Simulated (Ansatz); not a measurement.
Runs of Ansatz 0.2.0 on HgSe. It takes space group F-43m (No. 216, cubic). The conventional cell has a = 6.078 Å, b = 6.078 Å, c = 6.078 Å, α = 90.00°, β = 90.00°, γ = 90.00°. Around Hg (site symmetry -43m) lie 4 Se at 2.63 Å. Se (site symmetry -43m) is surrounded by 4 Hg at 2.63 Å. 

| task | level | potentials or basis | spin | cell | k mesh | cutoff (eV) | smearing | points for each segment of the path | other keys | mesh quality | gap on the mesh (eV) | pressure (GPa) |
| --- | --- | --- | --- | --- | --- | --- | --- | --- | --- | --- | --- | --- |
| electrostatic potential | RPBE+D3(BJ)-ATM | PseudoDojo standard (PBE files) | off | volume scaled by 1.15 | 8 × 8 × 8 | 1170 | methfessel-paxton 0.1 eV | - | - | not flagged | none | -7.2 |
| single point | HSE03 | JTH PAW | off | as given | 5 × 5 × 5 | 500 | gaussian 0.02 eV | - | basis.ecutwfc = 500 eV | not flagged | none | 3.4 |
| band structure | HF | JTH PAW | off | as given | 4 × 4 × 4 | 870 | fermi-dirac 0.05 eV | 4 | - | coarse | (a) | (c) |
| single point | HISS | Ansatz PAW | off | as given | 4 × 4 × 4 | 420 | methfessel-paxton 0.1 eV | - | - | coarse | 0.21 | 1.8 |
| band structure | HSE06 | Ansatz PAW | off | as given | 4 × 4 × 4 | 420 | fermi-dirac 0.05 eV | 4 | - | coarse | none | (b) |
| single point | HSE06 | Ansatz PAW | SOC, no magnetisation | as given | 4 × 4 × 4 | 420 | fermi-dirac 0.05 eV | - | - | coarse | none | 2.6 |

Question: Estimate the missing entries.

Answer: (a) 5.83; (b) 3.2; (c) 7.1.

Caveats: some runs use coarse meshes; the thresholds are loose for stress (some runs); spin-orbit coupling is left out, which moves the levels of the heavy elements (some runs); the PAW data sets come from PBE, with cores solved anew for the run's functional, which leaves a small shift of forces and pressure (some runs); the potentials were made for another functional, which shifts forces and pressure (some runs); pairwise dispersion overbinds metals, which lowers pressure and volume (some runs); the cutoff lies under the one recommended for these potentials (some runs).

A k mesh can miss the band edges, and rows without SOC leave out spin-orbit coupling on Hg, Se.

A gap of «none» marks a metal or a gap under the smearing width.

The runs don't all hold the same shells in valence.
